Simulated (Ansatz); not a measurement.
Crystal: PbSe.

```
Pb Se
1.0
     3.78432    0.00000    0.00000
     0.00000    3.78432    0.00000
     0.00000    0.00000    3.78432
Pb Se
1 1
Direct
  0.00000 0.00000 0.00000
  0.50000 0.50000 0.50000
```

Measurements of this composition are mostly on another form, of space group No. 225.

| Property | Result |
| --- | --- |
| Program | Ansatz 0.2.0 |
| Task | relaxation of cell and atoms |
| Functional | PBEsol0 |
| Potentials or basis | Ansatz PAW |
| Cutoff | 420 eV (not typed: the program's choice for these potentials) |
| k mesh | 4 × 4 × 4 |
| Occupations | fermi-dirac, width 0.05 eV |
| Spin | no spin polarisation |

At the start: volume 27.10 Å³/atom.

Task: Where does the relaxation end?

Result: It ends after 5 steps and the volume is 25.63 Å³/atom (-5.4 %); space group Pm-3m (No. 221, to 0.05 Å).

Step by step:
```csv
step,energy change (eV),largest force (eV/Å),volume (Å³)
1,0.0000,0.0000,54.20
2,-0.0273,0.0000,50.33
3,-0.0305,0.0000,51.34
4,-0.0305,0.0000,51.25
5,-0.0301,0.0000,51.25
```

Final structure:
```
CELL_PARAMETERS angstrom
3.71452 0.00000 0.00000
0.00000 3.71452 0.00000
0.00000 0.00000 3.71452
ATOMIC_POSITIONS crystal
Pb 0.00000 0.00000 0.00000
Se 0.50000 0.50000 0.50000
```

Caveat: the k mesh is coarse (spacing up to 0.42 Å⁻¹), so the values aren't converged, least of all with exact exchange; the plane-wave basis is chosen anew once the cell has moved, so the energies of steps on either side of that aren't comparable; the PAW data sets come from PBE, with cores solved anew for the run's functional, which leaves a small shift of forces and pressure.
